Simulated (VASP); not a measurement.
# Al2O3 (R-3c) in VASP: band structure with PBEsol

Aim: the band structure of Al2O3 with PBEsol.

All numbers are computed with VASP 6.6.1; they aren't measurements. Logs are shortened: lines on timing, memory, paths and dates and some standing lists are left out, and cuts for length are marked.

## 1. The crystal as given

The structure is trigonal, space group R-3c (No. 167). Conventional cell: a = 4.773 Å, b = 4.773 Å, c = 13.010 Å, α = 90.00°, β = 90.00°, γ = 120.00°. Around Al (site symmetry 3) lie 6 O at 1.86 to 1.97 Å. Around O (site symmetry 2) lie 4 Al at 1.86 to 1.97 Å.

The cell is a database's computed one.

## 2. Band structure, PBEsol, non-collinear spin, zero start, spin-orbit coupling

POSCAR

```
Al2O3                                   
1.0
    2.3864332090      1.3778078561      4.3365519845
   -2.3864332090      1.3778078561      4.3365519845
    0.0000000000     -2.7556157123      4.3365519845
  Al              O             
     4     6
Direct
     0.6479373851286506    0.6479373851286506    0.6479373851286506
     0.8520626148713494    0.8520626148713494    0.8520626148713494
     0.1479373851286508    0.1479373851286508    0.1479373851286508
     0.3520626148713492    0.3520626148713492    0.3520626148713492
     0.4441752125849337    0.0558247874150663    0.7500000000000000
     0.9441752125849324    0.2499999999999987    0.5558247874150689
     0.0558247874150676    0.7500000000000013    0.4441752125849310
     0.7499999999999987    0.4441752125849324    0.0558247874150690
     0.2500000000000014    0.5558247874150676    0.9441752125849311
     0.5558247874150661    0.9441752125849339    0.2500000000000000
```

INCAR.step1

```
ALGO = Fast
EDIFF = 1E-6
ENCUT = 520
GGA = PS
GGA_COMPAT = F
ISIF = 2
ISMEAR = 0
KPAR = 8
LASPH = T
LCHARG = T
LORBIT = 11
LREAL = F
LSORBIT = T
LWAVE = F
MAGMOM = 0 0 0 0 0 0 0 0 0 0 0 0 0 0 0 0 0 0 0 0 0 0 0 0 0 0 0 0 0 0
NELM = 80
PREC = Accurate
SIGMA = 0.02
```

KPOINTS.step1

```
k-points
0
Gamma
  6 6 6
```

INCAR.step2

```
ALGO = Fast
EDIFF = 1E-6
ENCUT = 520
GGA = PS
GGA_COMPAT = F
ICHARG = 11
ISIF = 2
ISMEAR = 0
KPAR = 8
LASPH = T
LCHARG = F
LORBIT = 11
LREAL = F
LSORBIT = T
LWAVE = F
MAGMOM = 0 0 0 0 0 0 0 0 0 0 0 0 0 0 0 0 0 0 0 0 0 0 0 0 0 0 0 0 0 0
NELM = 80
PREC = Accurate
SIGMA = 0.05
```

KPOINTS.step2

```
path GLB1,BZGX,QFP1Z,LP
10
line-mode
reciprocal
 0.0000000000  0.0000000000  0.0000000000  G
 0.5000000000  0.0000000000  0.0000000000  L

 0.5000000000  0.0000000000  0.0000000000  L
 0.5000000000  0.2337696952 -0.2337696952  B1

 0.7662303048  0.5000000000  0.2337696952  B
 0.5000000000  0.5000000000  0.5000000000  Z

 0.5000000000  0.5000000000  0.5000000000  Z
 0.0000000000  0.0000000000  0.0000000000  G

 0.0000000000  0.0000000000  0.0000000000  G
 0.3668848476  0.0000000000 -0.3668848476  X

 0.6331151524  0.3668848476  0.0000000000  Q
 0.5000000000  0.5000000000  0.0000000000  F

 0.5000000000  0.5000000000  0.0000000000  F
 0.6331151524  0.6331151524  0.2337696952  P1

 0.6331151524  0.6331151524  0.2337696952  P1
 0.5000000000  0.5000000000  0.5000000000  Z

 0.5000000000  0.0000000000  0.0000000000  L
 0.7662303048  0.3668848476  0.3668848476  P
```

Potentials or basis: VASP PAW PBE potentials, release 64 (Al, O).

On the command line:

```
> cat potpaw_PBE.64/Al/POTCAR potpaw_PBE.64/O/POTCAR > POTCAR
> cp INCAR.step1 INCAR
> cp KPOINTS.step1 KPOINTS
> mpirun -np 8 vasp_ncl > vasp.out
> cp INCAR.step2 INCAR
> cp KPOINTS.step2 KPOINTS
> mpirun -np 8 vasp_ncl > vasp.out
```

OUTCAR:

```text
EDIFF = 1E-6
   ENCUT = 520
   GGA = PS
   ICHARG = 11
   ISIF = 2
   ISMEAR = 0
   LASPH = T
   LORBIT = 11
   LREAL = F
   LSORBIT = T
   NELM = 80
   PREC = Accurate

 ion  position               nearest neighbor table
   1  0.648  0.648  0.648-   6 1.86  10 1.86   9 1.86   5 1.97   7 1.97   8 1.97   2 2.66   4 2.80
                             4 2.80   4 2.80   2 3.23   2 3.23   2 3.23
   2  0.852  0.852  0.852-   9 1.86  10 1.86   6 1.86   5 1.97   8 1.97   7 1.97   1 2.66   3 2.80
                             3 2.80   3 2.80   1 3.23   1 3.23   1 3.23
   3  0.148  0.148  0.148-   8 1.86   5 1.86   7 1.86  10 1.97   9 1.97   6 1.97   4 2.66   2 2.80
                             2 2.80   2 2.80   4 3.23   4 3.23   4 3.23
   4  0.352  0.352  0.352-   7 1.86   5 1.86   8 1.86  10 1.97   6 1.97   9 1.97   3 2.66   1 2.80
                             1 2.80   1 2.80   3 3.23   3 3.23   3 3.23
   5  0.444  0.056  0.750-   3 1.86   4 1.86   1 1.97   2 1.97
   6  0.944  0.250  0.556-   1 1.86   2 1.86   4 1.97   3 1.97
   7  0.056  0.750  0.444-   4 1.86   3 1.86   1 1.97   2 1.97
   8  0.750  0.444  0.056-   3 1.86   4 1.86   2 1.97   1 1.97
   9  0.250  0.556  0.944-   2 1.86   1 1.86   3 1.97   4 1.97
  10  0.556  0.944  0.250-   1 1.86   2 1.86   3 1.97   4 1.97

  LATTYP: Found a trigonal (rhomboedric) cell.
 ALAT       =     5.1380055531
 COS(alpha) =     0.5685411068

  Lattice vectors:

 A1 = (   2.3864332090,   1.3778078561,   4.3365519845)
 A2 = (  -2.3864332090,   1.3778078561,   4.3365519845)
 A3 = (   0.0000000000,  -2.7556157123,   4.3365519845)

Analysis of symmetry for initial positions (statically):
=====================================================================
 Subroutine PRICEL returns:
 Original cell was already a primitive cell.

 Routine SETGRP: Setting up the symmetry group for a
 trigonal (rhombohedral) supercell.

 Subroutine GETGRP returns: Found 12 space group operations
 (whereof  6 operations were pure point group operations)
 out of a pool of 12 trial point group operations.

The static configuration has the point symmetry S_6 .
 The point group associated with its full space group is D_3d.

Analysis of symmetry for dynamics (positions and initial velocities):
=====================================================================
 Subroutine PRICEL returns:
 Original cell was already a primitive cell.

 Routine SETGRP: Setting up the symmetry group for a
 trigonal (rhombohedral) supercell.

 Subroutine GETGRP returns: Found 12 space group operations
 (whereof  6 operations were pure point group operations)
 out of a pool of 12 trial point group operations.

The dynamic configuration has the point symmetry S_6 .
 The point group associated with its full space group is D_3d.

Analysis of structural, dynamic, and magnetic symmetry:
=====================================================================
 Subroutine PRICEL returns:
 Original cell was already a primitive cell.

 Routine SETGRP: Setting up the symmetry group for a
 trigonal (rhombohedral) supercell.

 Subroutine GETGRP returns: Found 12 space group operations
 (whereof  6 operations were pure point group operations)
 out of a pool of 12 trial point group operations.

The overall configuration has the point symmetry S_6 .
 The point group associated with its full space group is D_3d.

 Subroutine INISYM returns: Found 12 space group operations
 (whereof  6 operations are pure point group operations),
 and found     1 'primitive' translations

----------------------------------------------------------------------------------------

                                     Primitive cell

  volume of cell :      85.5527

  direct lattice vectors                    reciprocal lattice vectors
     2.386433209  1.377807856  4.336551984     0.209517701  0.120965101  0.076865984
    -2.386433209  1.377807856  4.336551984    -0.209517701  0.120965101  0.076865984
     0.000000000 -2.755615712  4.336551984     0.000000000 -0.241930202  0.076865984

  length of vectors
     5.138005553  5.138005553  5.138005554     0.253847596  0.253847596  0.253847596

  position of ions in fractional coordinates (direct lattice)
[... 136 lines left out ...]

 E-fermi :   6.2522     XC(G=0): -11.9099

 val. band max:        5.9655514001   @ k =   0.0000   0.0000   0.0000
 cond. band min:      12.0088208234   @ k =   0.0000   0.0000   0.0000
 fundamental gap:      6.0432694233
 Fermi energy:         6.2521736422

 k-point     1 :       0.0000    0.0000    0.0000
  band No.  band energies     occupation
      1     -13.1977      1.00000
      2     -13.1977      1.00000
      3     -10.8389      1.00000
      4     -10.8389      1.00000
      5     -10.5594      1.00000
      6     -10.5594      1.00000
[... 1501 lines left out ...]
     59      17.0014      0.00000
     60      17.4254      0.00000

 [... further k-points ...]
[... 5 lines left out ...]
  --------------------------------------------------------------------------------------
  -------------------------------------------------------------------------------------
  Total       -0.3933939     -0.3933939     -0.1887844      0.0000000      0.0000000      0.0000000
  in kB       -7.3672342     -7.3672342     -3.5354360      0.0000000      0.0000000      0.0000000
  external PRESSURE =      -6.0899681 kB  Pullay stress =       0.0000000 kB

 VOLUME and BASIS-vectors are now :
 -----------------------------------------------------------------------------
  energy-cutoff  :      520.00
  volume of cell :       85.55
      direct lattice vectors                 reciprocal lattice vectors
     2.386433209  1.377807856  4.336551984     0.209517701  0.120965101  0.076865984
    -2.386433209  1.377807856  4.336551984    -0.209517701  0.120965101  0.076865984
     0.000000000 -2.755615712  4.336551984     0.000000000 -0.241930202  0.076865984

 POSITION                                       TOTAL-FORCE (eV/Angst)
 -----------------------------------------------------------------------------------
      0.00000     -0.00000      8.42944        -0.000000      0.000000     -0.008925
      0.00000     -0.00000     11.08504        -0.000000     -0.000000      0.008925
      0.00000     -0.00000      1.92461        -0.000000      0.000000     -0.008925
      0.00000     -0.00000      4.58021        -0.000000     -0.000000      0.008925
      0.92677     -1.37781      5.42069        -0.025324     -0.000000     -0.000000
      1.65660      0.11370      7.58897        -0.012662     -0.021931     -0.000000
     -1.65660     -0.11370      5.42069         0.012662      0.021931     -0.000000
      0.72983      1.49151      5.42069         0.012662     -0.021931     -0.000000
     -0.72983     -1.49151      7.58897        -0.012662      0.021931     -0.000000
     -0.92677      1.37781      7.58897         0.025324     -0.000000      0.000000
 -----------------------------------------------------------------------------------
    total drift:                               -0.000000      0.000000     -0.000000

  FREE ENERGIE OF THE ION-ELECTRON SYSTEM (eV)
  ---------------------------------------------------
  free  energy   TOTEN  =       -78.7864105038 eV

  energy  without entropy=      -78.7864105038  energy(sigma->0) =      -78.78641050

 Spin-Orbit-Coupling matrix elements

 Ion:    1  E_soc:     -0.0000903
 l=   1
     0.0000000    -0.0000149    -0.0000153
    -0.0000149     0.0000000    -0.0000149
    -0.0000153    -0.0000149     0.0000000
 l=   2
     0.0000000     0.0000000     0.0000000     0.0000000     0.0000000
     0.0000000     0.0000000     0.0000000     0.0000000     0.0000000
     0.0000000     0.0000000     0.0000000     0.0000000     0.0000000
     0.0000000     0.0000000     0.0000000     0.0000000     0.0000000
     0.0000000     0.0000000     0.0000000     0.0000000     0.0000000
 l=   3
     0.0000000     0.0000000     0.0000000     0.0000000     0.0000000     0.0000000     0.0000000
     0.0000000     0.0000000     0.0000000     0.0000000     0.0000000     0.0000000     0.0000000
     0.0000000     0.0000000     0.0000000     0.0000000     0.0000000     0.0000000     0.0000000
     0.0000000     0.0000000     0.0000000     0.0000000     0.0000000     0.0000000     0.0000000
[... 169 lines left out ...]
 l=   2
     0.0000000     0.0000000     0.0000000     0.0000000     0.0000000
     0.0000000     0.0000000     0.0000000     0.0000000     0.0000000
     0.0000000     0.0000000     0.0000000     0.0000000     0.0000000
     0.0000000     0.0000000     0.0000000     0.0000000     0.0000000
     0.0000000     0.0000000     0.0000000     0.0000000     0.0000000
 l=   3
     0.0000000     0.0000000     0.0000000     0.0000000     0.0000000     0.0000000     0.0000000
     0.0000000     0.0000000     0.0000000     0.0000000     0.0000000     0.0000000     0.0000000
     0.0000000     0.0000000     0.0000000     0.0000000     0.0000000     0.0000000     0.0000000
     0.0000000     0.0000000     0.0000000     0.0000000     0.0000000     0.0000000     0.0000000
     0.0000000     0.0000000     0.0000000     0.0000000     0.0000000     0.0000000     0.0000000
     0.0000000     0.0000000     0.0000000     0.0000000     0.0000000     0.0000000     0.0000000
     0.0000000     0.0000000     0.0000000     0.0000000     0.0000000     0.0000000     0.0000000

 total charge

# of ion       s       p       d       tot
------------------------------------------
    1        0.312   0.403   0.000   0.715
    2        0.312   0.403   0.000   0.715
    3        0.312   0.403   0.000   0.715
    4        0.312   0.403   0.000   0.715
    5        1.541   3.622   0.000   5.163
    6        1.541   3.622   0.000   5.163
    7        1.541   3.622   0.000   5.163
    8        1.541   3.622   0.000   5.163
    9        1.541   3.622   0.000   5.163
   10        1.541   3.622   0.000   5.163
--------------------------------------------------
tot         10.496  23.342   0.000  33.838

 magnetization (x)

# of ion       s       p       d       tot
------------------------------------------
    1       -0.000   0.000   0.000  -0.000
    2        0.000   0.000   0.000   0.000
    3        0.000   0.000   0.000   0.000
    4        0.000   0.000   0.000   0.000
    5        0.000   0.000   0.000   0.000
    6       -0.000  -0.000   0.000  -0.000
    7       -0.000  -0.000   0.000  -0.000
    8       -0.000  -0.000   0.000  -0.000
    9       -0.000  -0.000   0.000  -0.000
   10        0.000   0.000   0.000   0.000
--------------------------------------------------
tot         -0.000   0.000   0.000   0.000

 magnetization (y)

# of ion       s       p       d       tot
------------------------------------------
    1       -0.000   0.000   0.000  -0.000
    2        0.000  -0.000   0.000   0.000
    3        0.000  -0.000   0.000   0.000
    4       -0.000   0.000   0.000  -0.000
    5        0.000  -0.000   0.000  -0.000
    6       -0.000  -0.000   0.000  -0.000
    7       -0.000  -0.000   0.000  -0.000
    8        0.000   0.000   0.000   0.000
    9        0.000   0.000   0.000   0.000
   10        0.000   0.000   0.000   0.000
--------------------------------------------------
tot          0.000  -0.000   0.000   0.000

 magnetization (z)

# of ion       s       p       d       tot
------------------------------------------
    1        0.000  -0.000   0.000   0.000
    2       -0.000   0.000   0.000  -0.000
    3       -0.000   0.000   0.000  -0.000
    4        0.000  -0.000   0.000   0.000
    5        0.000   0.000   0.000   0.000
    6        0.000   0.000   0.000   0.000
    7       -0.000   0.000   0.000  -0.000
    8        0.000   0.000   0.000   0.000
    9        0.000   0.000   0.000   0.000
   10        0.000   0.000   0.000   0.000
--------------------------------------------------
tot          0.000   0.000   0.000   0.000
```

Wall time 6.8 min (8 MPI ranks of Intel Xeon Platinum 8259CL at 2.50GHz (Skylake/Cascade Lake), shared host); peak memory 0.85 GiB.

Results:

```
Net moment : 0.00 μB per cell
```

Moments on the atoms (μB; x, y, z):
```
Al  0.00 0.00 0.00
Al  0.00 0.00 0.00
Al  0.00 0.00 0.00
Al  0.00 0.00 0.00
O   0.00 0.00 0.00
O   0.00 0.00 0.00
O   0.00 0.00 0.00
O   0.00 0.00 0.00
O   0.00 0.00 0.00
O   0.00 0.00 0.00
```

Caveat: the log is that of the step along the path at fixed density, whose energy, stress, charges and moments have no meaning; the PAW data sets were made with another functional, which shifts forces and pressure a little.
